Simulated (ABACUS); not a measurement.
Runs of ABACUS 3.10.1 on BN. It takes space group P6_3/mmc (No. 194, hexagonal). Conventional cell: a = 2.498 Å, b = 2.498 Å, c = 6.636 Å, α = 90.00°, β = 90.00°, γ = 120.00°. Around N (site symmetry -6m2) lie 3 B at 1.44 Å. Around B (site symmetry -6m2) lie 3 N at 1.44 Å. 

```tsv
task	level	potentials or basis	k mesh	cutoff (eV)	radial cutoff of the potentials (pseudo_rcut)	SCF threshold on the density	eigensolver	symmetry key	path	mesh quality	gap on the mesh (eV)	pressure (GPa)	V0 of scaled cells (Å³/atom)	B0 (GPa)
equation of state	PBE	PseudoDojo NC SR 0.4.1 PBE standard, plane waves	12 × 12 × 4	1143	10 bohr	1e-08	dav	1	-	not flagged	-	-	9.14	236
single point	PBE	SG15 ONCV 1.2 PBE, DZP LCAO (the cutoffs set its grid)	11 × 11 × 4	1361	10 bohr	1e-07	scalapack_gvx	1	-	not flagged	4.32	(c)	-	-
single point	PBE	SG15 ONCV 1.2 PBE, TZDP LCAO (the cutoffs set its grid)	11 × 11 × 4	1361	10 bohr	1e-07	genelpa	1	-	not flagged	(d)	4.2	-	-
single point	r2SCAN	SG15 ONCV 1.2 PBE, plane waves	8 × 8 × 3	1320	10 bohr	1e-08	dav	1	-	not flagged	(b)	-0.3	-	-
equation of state	r2SCAN	SG15 ONCV 1.2 PBE, plane waves	8 × 8 × 3	1320	10 bohr	1e-08	dav	1	-	coarse	-	-	8.95	(a)
equation of state	LDA	PseudoDojo NC SR 0.4.1 LDA stringent, plane waves	10 × 10 × 3	1143	7 bohr	1e-08	dav	1	-	not flagged	-	-	8.87	250
```

Alike in all rows: no spin polarisation; cell as given; smearing fermi-dirac 0.05 eV.

Problem. Fill in the values left out.

Solution. (a) 232; (b) 4.91; (c) 5.9; (d) 4.36.

Caveats: some runs use coarse meshes; the cell was scaled at fixed shape and fractional positions, which overstates the stiffness of a crystal with free parameters, most of all of layers and chains (some runs); this functional lacks dispersion, which binds the layers, so the pressure and a relaxed spacing across them are unreliable (some runs); an odd mesh through Γ misses points on the zone boundary, where band edges often lie (some runs); the atomic orbitals were generated for these runs and aren't a published set (some runs); the basis of atomic orbitals isn't converged, which shifts pressures, moduli and gaps (some runs); the potentials were made for another functional, which shifts forces and pressure (some runs).

Not every run made on this cell is shown here.
